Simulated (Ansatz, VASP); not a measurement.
## TiTe2 in VASP and in Ansatz

```
Ti Te
1.0
     3.79038    0.00000    0.00000
    -1.89519    3.28257    0.00000
     0.00000    0.00000    6.55589
Ti Te
1 2
Cartesian
  0.0000 0.0000 0.0000
  1.8952 1.0942 1.6901
  0.0000 2.1884 4.8658
```

Alike in both runs: task single point; functional PBE; k mesh 2 × 2 × 2; occupations fermi-dirac, width 0.02 eV; no spin polarisation.

```csv
,VASP,Ansatz
version,VASP 6.6.1,Ansatz 0.2.0
potentials or method,"VASP PAW PBE potentials, release 64 (Ti_sv, Te)",plane waves
plane-wave cutoff (eV),520,420
valence electrons in the cell,24,44
```

```tsv
	VASP	Ansatz	Ansatz less VASP
pressure (GPa)	1.3	1.3	+0.01
largest component of the traceless stress (GPa)	1.16	1.14	-0.014
rms of the force components (eV/Å)	0.046	0.041	-0.0043
```

Atom by atom the forces differ by 0.004 eV/Å (rms over components). With one functional, cell and mesh, what is left measures potentials, basis and numerics. The two sets of potentials don't hold the same shells in valence.

Caveats: the k mesh is coarse (spacing up to 0.96 Å⁻¹), so the values aren't converged; this functional lacks dispersion, which binds the layers, so the pressure and a relaxed spacing across them are unreliable. The runs have no spin-orbit coupling, so splittings on Te are missing.
